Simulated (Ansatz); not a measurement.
input.yaml (Ansatz)

```yaml
crystal:
  lattice:
    - [1.9200471483, 0.0, 0.0]
    - [0.0, 1.9200471483, 0.0]
    - [0.0, 0.0, 1.9200471483]
  atoms:
    - { symbol: B, position: [0.0, 0.0, 0.0] }
hamiltonian:
  xc: pbesol
  pseudopotentials:
    kind: paw
    azcp:
      B: "pseudopotentials/B.paw.azcp"
basis:
  ecutwfc: 420
  fft_grid_basis: typed
kpoints:
  mp_grid: { grid: [16, 16, 16], shift: [0, 0, 0] }
magnetization:
  spin_polarized: false
scf:
  occupations: { method: fermi_dirac, width: 0.1 }
relax:
  max_steps: 60
  f_tol: 0.01
  cell: {}
```

and its output:

```
Warning: the record states the generating functional pbe (its physics header spells it `PBE`), which answers neither for hamiltonian.xc's functional nor for the pbesol family's — results may be inconsistent (PPs are generated against a specific XC)
Engine: ansatz 0.2.0, aarch64-unknown-linux-gnu
Pseudopotentials: kind: paw
Pseudopotential: B, paw, valence charge 3, recommended cutoff 420 eV (normal) 
Functional definition: PBEsol
  exchange = pbesol_x
  correlation = pbesol_c
Crystal: 1 atoms, lattice volume = 7.078 Å³
Basis set: ecut = 420 eV, 147 PW (Γ), exchange–correlation on 30×30×30 points (8 copies of the dense FFT grid, shifted against one another)
Bands: 6, of which v1, the nominal top of the filled ones, is band 2 counted from 1 (1 counted from 0)
Symmetry: 48 space group operations
Space group: Pm-3m (ITA 221), of the structure as read, at distance tolerance 1.9e-5 Å
k-points: 165 of 4096
Non-local potential: B, projectors of the file, l = 0: 2, l = 1: 2, l = 2: 1
PAW form: soft (Blöchl's): semilocal exchange-correlation on the pseudo side does not see the compensation charge
PAW frozen core: B, regenerated for the run's functional, and the local potential with it (the file was generated under x = pbe(κ = 0.804, μ = 0.2195149727645171), c = pbe(β = 0.06672455060314922))
PAW one-centre angular grid: B, 110 points (default); XC on 64 Gauss nodes
Initial density: superposition of atomic densities (neutral atoms: chi_scale 0, normalization atom), corrected by the library's trained network
Initial wavefunctions: pseudopotential atomic-orbital guess
Functional: x = pbesol(κ = 0.804, μ = 0.12345679012345678), c = pbesol(β = 0.046)
SCF iter   1: F=—  HF=-151.599514 eV  |F-HF|=—  |Δ(HF+E_count)|=         —  Δρ=2.90e-3  dr2=2.70e-4  ethr=1.77e-3  ⟨swp⟩=4.5  Hψ=7429  notcnv=0
SCF iter   2: F=—  HF=-151.599389 eV  |F-HF|=—  |Δ(HF+E_count)|=   1.26e-4  Δρ=1.43e-3  dr2=6.54e-5  ethr=9.02e-6  ⟨swp⟩=1.0  Hψ=2310  notcnv=0
SCF iter   3: F=—  HF=-151.599382 eV  |F-HF|=—  |Δ(HF+E_count)|=   6.58e-6  Δρ=1.44e-4  dr2=1.22e-6  ethr=2.18e-6  ⟨swp⟩=1.9  Hψ=1252  notcnv=0
SCF iter   4: F=—  HF=-151.599382 eV  |F-HF|=—  |Δ(HF+E_count)|=   3.74e-7  Δρ=8.11e-5  dr2=3.66e-7  ethr=4.07e-8  ⟨swp⟩=1.0  Hψ=1047  notcnv=0
iter 5 did not close the SCF: its close was put off for the readings that it lacked (scf_convergence_deferred on its scf_iter line)
SCF iter   5: F=-151.599382 eV  HF=-151.599382 eV  |F-HF|=5.40e-11  |Δ(HF+E_count)|=   1.00e-7  Δρ=3.17e-6  dr2=3.36e-10  ethr=1.22e-8  ⟨swp⟩=1.7  Hψ=1216  notcnv=0
SCF iter   6: F=-151.599382 eV  HF=-151.599382 eV  |F-HF|=2.62e-11  |Δ(HF+E_count)|=  1.91e-11  Δρ=1.08e-6  dr2=6.54e-11  ethr=1.12e-11  ⟨swp⟩=1.0  Hψ=2546  notcnv=0
SCF 1 converged in 6 iterations: F = -151.599382 eV  dr2 = 6.54e-11
relax step   1: F+E_penalty+E_count = -151.59938175 eV  Δ(F+E_penalty+E_count) = +0.000e0 eV  max|allowed force component| = 0.000e0 eV/Å  Δτ_max = 0.0000 Å  P = -14.829 GPa  Ω = 7.078 Å³  (6 SCF iters, dr2 threshold 1.00e-7 eV, accepted)
...
Crystal: 1 atoms, lattice volume = 6.605 Å³
iter 1 solved again at ethr=2.09e-9 eV; its pass at ethr=3.10e-3 eV (dr2=6.28e-8 eV) is discarded
SCF iter   1: F=—  HF=-151.622470 eV  |F-HF|=—  |Δ(HF+E_count)|=         —  Δρ=3.71e-5  dr2=6.30e-8  ethr=2.09e-9  ⟨swp⟩=1.0  Hψ=8542  notcnv=0
SCF iter   2: F=-151.622472 eV  HF=-151.622472 eV  |F-HF|=4.02e-9  |Δ(HF+E_count)|=   1.26e-6  Δρ=1.66e-5  dr2=1.22e-8  ethr=1.06e-9  ⟨swp⟩=2.2  Hψ=2757  notcnv=0
SCF 6 converged in 2 iterations: F = -151.622472 eV  dr2 = 1.22e-8
relax step   6: F+E_penalty+E_count = -151.62247162 eV  Δ(F+E_penalty+E_count) = -6.388e-6 eV  max|allowed force component| = 0.000e0 eV/Å  Δτ_max = 0.0000 Å  P = -0.001 GPa  Ω = 6.605 Å³  energy of the carried Pulay correction = +5.317e-6 eV  (2 SCF iters, dr2 threshold 3.17e-8 eV, accepted)
iter 1 solved again at ethr=5.01e-8 eV; its pass at ethr=3.10e-3 eV (dr2=1.50e-6 eV) is discarded
SCF iter   1: F=—  HF=-151.622468 eV  |F-HF|=—  |Δ(HF+E_count)|=         —  Δρ=1.67e-5  dr2=1.20e-8  ethr=5.01e-8  ⟨swp⟩=2.0  Hψ=10074  notcnv=0
SCF iter   2: F=—  HF=-151.622469 eV  |F-HF|=—  |Δ(HF+E_count)|=   8.73e-7  Δρ=7.70e-6  dr2=2.44e-9  ethr=4.02e-10  ⟨swp⟩=1.1  Hψ=1006  notcnv=0
SCF iter   3: F=-151.622469 eV  HF=-151.622469 eV  |F-HF|=1.71e-13  |Δ(HF+E_count)|=  5.91e-10  Δρ=2.67e-7  dr2=1.47e-12  ethr=1.00e-12  ⟨swp⟩=3.9  Hψ=3229  notcnv=0
SCF 7 converged in 3 iterations: F = -151.622469 eV  dr2 = 1.47e-12
relax step   7: F+E_penalty+E_count = -151.62246864 eV  Δ(F+E_penalty+E_count) = +2.984e-6 eV  max|allowed force component| = 0.000e0 eV/Å  Δτ_max = 0.0000 Å  P = -0.000 GPa  Ω = 6.605 Å³  stress off target by 1.69e-5 GPa  SCF on the basis re-selected at this cell (its energy is not comparable with the rows above)  (3 SCF iters)
basis re-selected at this cell: Δ(F+E_penalty+E_count) = +2.984e-6 eV, ΔP = +0.001 GPa vs the last step (what re-selecting the basis moved, of the pressure what is left beyond the Pulay correction that the steps carried, after the strain that the cell walked since its last selection, with what the two solves' SCF thresholds leave and, on support functions, any second-order correction that the steps lacked; it is no measure of the basis error at this ecutwfc). This SCF's stress stands 1.69e-5 GPa from its target on what of the cell is left free (relax.cell.stress_tol is 5.00e-2 GPa) and its largest allowed force component is 0.00e0 eV/Å (relax.f_tol is 1.00e-2 eV/Å): within both
SCF converged after 3 iterations
Free energy (F): -151.622469 eV
Harris-Foulkes:  -151.622469 eV  (|F-HF|=1.71e-13)
Internal energy: -151.616062 eV  (E = F + TS)
E sigma→0 (E₀):  -151.619265 eV
Entropy (-TS):   -0.006407 eV (-6.407 meV/atom)
Fermi energy:    10.638384 eV
--- Per-component energies (eV) ---
  E_band       = 14.021428
  E_kinetic    = 47.105517
  E_local      = -6.790467  (includes V_loc(G=0)·N_el)
  E_nonlocal   = 12.229181
  E_hartree    = 0.960606
  E_xc         = -31.788631
  E_vxc        = -37.857585  (∫ρ·V_xc dr)
  E_paw        = -75.359868  (= ΣΔE_a)
  E_vpaw       = -2.586427  (= ΣTr[D̂ρ^β])
  E_aug_tail   = -0.000003  (compensation charges beyond the density's cutoff)
  E_ewald      = -97.987107
  E_core_change = 0.014711  (= ΣΔE_core)
  E_smearing   = -0.006407  (= −TS)
  E_closure    = 0.000000  (closes the sum)
  Σ components = -151.622469   (vs F -151.622469, Δ=0.00e0)
--- Forces (eV/Å), atoms counted from 1 ---
  atom   1  B      0.00000000    -0.00000000     0.00000000
  max |Σ_I F_I| component: 1.16e-33 eV/Å
--- Stress (GPa, compression-positive) ---
       -0.000017       0.000000       0.000000
        0.000000      -0.000017       0.000000
       -0.000000       0.000000      -0.000017
  P = ⅓ Tr σ = -0.0000 GPa (-0.000 kbar)
--- Relaxed structure (5 steps of the walk, 5 accepted, 2 SCFs on fresh bases) ---
  F+E_penalty+E_count = -151.62246864 eV   max|allowed force component| = 0.000e0 eV/Å   (the final SCF, on the basis selected at the relaxed cell)
  cell:  # Å, volume = 6.6054 Å³
    - [1.8762912286694748, -3.530871564709932e-34, 2.8888949165808538e-34]
    - [-1.3802497934775189e-33, 1.8762912286694748, 0.0]
    - [1.6049416203226964e-34, 0.0, 1.8762912286694748]
  atoms:
    - { symbol: B, position: [0.0, 0.0, 0.0] }
```

Command:

```sh
ansatz run input.yaml --threads 2 --pin off --max-ram 5120MiB --backend cpu --events-out ev --progress --plain --runs-dir out
```

On 2 threads of Arm Neoverse V2 (shared host) this took about 2.1 s of wall time and 3.7 s of CPU time.
